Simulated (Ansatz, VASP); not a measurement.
# CaF2: VASP beside Ansatz

```
CELL_PARAMETERS angstrom
3.86771 0.00000 -0.00002
-1.93385 3.34953 0.00002
-1.93387 1.11652 3.20807
ATOMIC_POSITIONS crystal
Ca 0.00000 0.00000 0.00000
F 0.24946 0.75054 0.74838
F 0.75054 0.24946 0.25162
```

Change from the starting cell: band edges of the strained film's bulk.

Alike in both runs: task single point; functional PBE; k mesh 9 × 9 × 8; occupations gaussian, width 0.02 eV; no spin polarisation.

|  | VASP | Ansatz |
| --- | --- | --- |
| version | VASP 6.6.1 | Ansatz 0.2.0 |
| potentials or method | VASP PAW PBE potentials, release 64 (Ca_sv, F) | scalar-relativistic, plane waves, PAW |
| plane-wave cutoff (eV) | 520 | 420 |
| valence electrons in the cell | 24 | 24 |

VASP gave:

| Property | Result |
| --- | --- |
| gap on the k mesh at the Fermi level (eV) | 7.18 |
| least direct gap on the mesh (eV) | 7.40 |
| pressure (GPa) | 0.8 |
| largest component of the traceless stress (GPa) | 0.64 |

Problem. Which values does Ansatz return?

Solution. gap on the k mesh at the Fermi level (eV): 7.20; least direct gap on the mesh (eV): 7.42; pressure (GPa): 0.5; largest component of the traceless stress (GPa): 0.60.

With one functional, cell and mesh, what is left measures potentials, basis and numerics. Ansatz warned: «near_symmetry_operations_not_taken».

Caveats: an odd mesh through Γ misses points on the zone boundary, where band edges often lie.
